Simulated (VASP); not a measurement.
## From VASP inputs to Ansatz: SiO₂ (strained rutile)

INCAR

```
NELM = 120
ISMEAR = -1
IBRION = -1
NBANDS = 25
ISIF = 2
LASPH = .TRUE.
GGA = PE
LREAL = .FALSE.
ENCUT = 520
EDIFF = 1E-7
PREC = Accurate
LWAVE = .FALSE.
LCHARG = .FALSE.
NSW = 0
SIGMA = 0.02
```

KPOINTS

```
KPOINTS created by Atomic Simulation Environment
0
Gamma
6 6 10
0 0 0
```

KPOINTS_OPT

```
special points
6
Reciprocal
0.0000000000 0.0000000000 0.0000000000 1
0.0000000000 0.5000000000 0.0000000000 1
0.5000000000 0.5000000000 0.0000000000 1
0.0000000000 0.0000000000 0.5000000000 1
0.0000000000 0.5000000000 0.5000000000 1
0.5000000000 0.5000000000 0.5000000000 1
```

POSCAR

```
Si O
 1.0000000000000000
     4.1851887985999996    0.0000000000000000    0.0000000000000000
     0.0000000000000000    4.1851887985999996    0.0000000000000000
     0.0000000000000000    0.0000000000000000    2.6154630930999998
 Si  O
   2   4
Cartesian
  0.0000000000000000 -0.0000000000000000  0.0000000000000000
  2.0925943992999998  2.0925943992999998  1.3077315465499999
  1.2807707916413076  1.2807707916413076  0.0000000000000000
  0.8118236076586919  3.3733651909413074  1.3077315465499999
  3.3733651909413074  0.8118236076586919  1.3077315465499999
  2.9044180069586920  2.9044180069586920  0.0000000000000000
```

VASP ran with the recommended PBE PAW datasets (32 valence electrons in the cell).

**Question.** Write an Ansatz input for this cell and level of theory.

**Answer.** 

```yaml
crystal:
  lattice:
    - [4.1851887986, 0.0, 0.0]
    - [0.0, 4.1851887986, 0.0]
    - [0.0, 0.0, 2.6154630931]
  atoms:
    - { symbol: Si, position: [0.0, 0.0, 0.0] }
    - { symbol: Si, position: [0.5, 0.5, 0.5] }
    - { symbol: O, position: [0.3060246152, 0.3060246152, 0.0] }
    - { symbol: O, position: [0.1939753848, 0.8060246152, 0.5] }
    - { symbol: O, position: [0.8060246152, 0.1939753848, 0.5] }
    - { symbol: O, position: [0.6939753848, 0.6939753848, 0.0] }
kpoints:
  mp_grid: { grid: [6, 6, 10] }
  band_path:
    path:
      - [0.0, 0.0, 0.0]
      - [0.0, 0.5, 0.0]
      - [0.5, 0.5, 0.0]
      - [0.0, 0.0, 0.5]
      - [0.0, 0.5, 0.5]
      - [0.5, 0.5, 0.5]
    npoints: 1
hamiltonian:
  xc: pbe
scf:
  occupations: { method: fermi_dirac, width: 0.02 }
  n_extra_bands: 5
output:
  forces: true
  stress: true
  eigenvalues: true
```

Other inputs would serve too.

```csv
,VASP,Ansatz
gap between bands v and c,5.98 eV,5.99 eV
least direct gap,5.98 eV,5.99 eV
pressure,18.0 GPa,17.8 GPa
largest force,0.13 eV/Å,0.11 eV/Å
```

Each program uses its own PAW datasets. VASP's cell holds 32 valence electrons and Ansatz's 32. Ansatz's stress includes a Pulay correction; VASP's doesn't.
